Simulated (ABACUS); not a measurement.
Crystal: ZrS2.

```
Zr S
1.0
     3.69138    0.00000    0.00000
    -1.84569    3.19683    0.00000
     0.00000    0.00000    6.04108
Zr S
1 2
Cartesian
  0.0000 0.0000 0.0000
  0.0000 2.1312 1.4372
  1.8457 1.0656 4.6038
```

The cell is a database's computed one.

```yaml
Program: ABACUS 3.10.1
Task: single point
Functional: PBE
Potentials_or_basis: PseudoDojo NC SR 0.4.1 PBE standard
Cutoff: 898 eV
Density_cutoff: 3592 eV
Basis: plane waves
k_mesh: 8 × 8 × 5
Occupations: fermi-dirac, width 0.05 eV
Spin: no spin polarisation
```

On this cell: pressure 0.5 GPa; largest force 0.054 eV/Å; band gap on the k mesh 1.05 eV, indirect (least direct gap 1.63 eV).

The same run follows on a disturbed copy (atoms moved at random, drawn with an rms of 0.05 Å):

```
Zr S
1.0
     3.69138    0.00000    0.00000
    -1.84569    3.19683    0.00000
     0.00000    0.00000    6.04108
Zr S
1 2
Direct
  0.00233 0.00147 0.00065
  0.32714 0.66818 0.24361
  0.67227 0.34663 0.75504
```

Q: What does the disturbed cell give?

A: The energy moves by +5.5 meV/atom; pressure -1.4 GPa; largest force 0.439 eV/Å; band gap on the k mesh 0.94 eV, indirect (least direct gap 1.60 eV).

Forces on the atoms (eV/Å):
```
Zr  -0.045  0.047 -0.104
S    0.095  0.095 -0.308
S   -0.050 -0.143  0.412
```

Stress tensor (GPa, compression positive):
```
-1.60 -0.15  0.47
-0.15 -1.18  0.77
 0.47  0.77 -1.31
```

Caveats: an odd mesh through Γ misses points on the zone boundary, where band edges often lie; this functional lacks dispersion, which binds the layers, so the pressure and a relaxed spacing across them are unreliable (some runs).
